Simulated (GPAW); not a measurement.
BN:

```
N B
1.0
     2.55394    0.00000    0.00000
    -1.27697    2.21178    0.00000
     0.00000    0.00000    4.22685
N B
2 2
Cartesian
  0.0000 1.4745 0.5295
  1.2770 0.7373 2.6430
  0.0000 1.4745 2.1123
  1.2770 0.7373 4.2257
```

Measurements of this composition are mostly on another form, of space group No. 194.

| Quantity | Value |
| --- | --- |
| Program | GPAW 26.7.0 |
| Task | relaxation of cell and atoms |
| Functional | PBEsol |
| Dispersion | D3(BJ)+ATM |
| Potentials or basis | PAW data sets generated in the run's folder for this functional |
| Cutoff | 800 eV |
| Basis | pw |
| k mesh | 9 × 9 × 5 |
| Occupations | fermi-dirac, width 0.05 eV |
| Spin | no spin polarisation |

At the start: pressure -10.0 GPa; volume 5.97 Å³/atom.

Where does the relaxation end?

Over 4 steps the energy falls by 3.7 meV/atom and the volume is 5.81 Å³/atom (-2.6 %); space group P6_3mc (No. 186, to 0.05 Å).

Step by step:
```tsv
step	energy change (eV)	largest force (eV/Å)	pressure (GPa)	volume (Å³)
1	0.0000	0.0116	-10.05	23.88
2	-0.0048	0.0010	-8.59	23.78
3	-0.0146	0.0212	0.17	23.24
4	-0.0147	0.0067	0.00	23.25
```

Final structure:
```
CELL_PARAMETERS angstrom
2.53182 0.00000 0.00000
-1.26591 2.19262 0.00000
0.00000 0.00000 4.18816
ATOMIC_POSITIONS crystal
N 0.33333 0.66667 0.12529
N 0.66667 0.33333 0.62529
B 0.33333 0.66667 0.49972
B 0.66667 0.33333 0.99972
```

Caveat: later steps reuse the first step's grids.
